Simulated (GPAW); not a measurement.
Cu:

```xyz
1
Lattice="0.0000 1.8075 1.8075 1.8075 0.0000 1.8075 1.8075 1.8075 0.0000" Properties=species:S:1:pos:R:3 pbc="T T T"
Cu    0.0000    0.0000    0.0000
```

Base run:

* Program: GPAW 26.7.0
* Functional: PBE
* Potentials or basis: GPAW PAW data sets (gpaw-data 1.2.1)
* Cutoff: 600 eV
* Basis: pw
* k mesh: 13 × 13 × 13
* Occupations: gaussian, width 0.013 eV
* Spin: no spin polarisation

Its results: pressure 3.1 GPa.

The run is repeated on the same cell with these changes: potentials or basis from GPAW PAW data sets (gpaw-data 1.2.1) to SG15 ONCV 1.2; cutoff from 600 eV to 1100 eV; occupations from gaussian, width 0.013 eV to fermi-dirac, width 0.05 eV; valence electrons from 11 to 19. What comes out?

Pressure 2.0 GPa.

Not every run made on this cell is shown here.
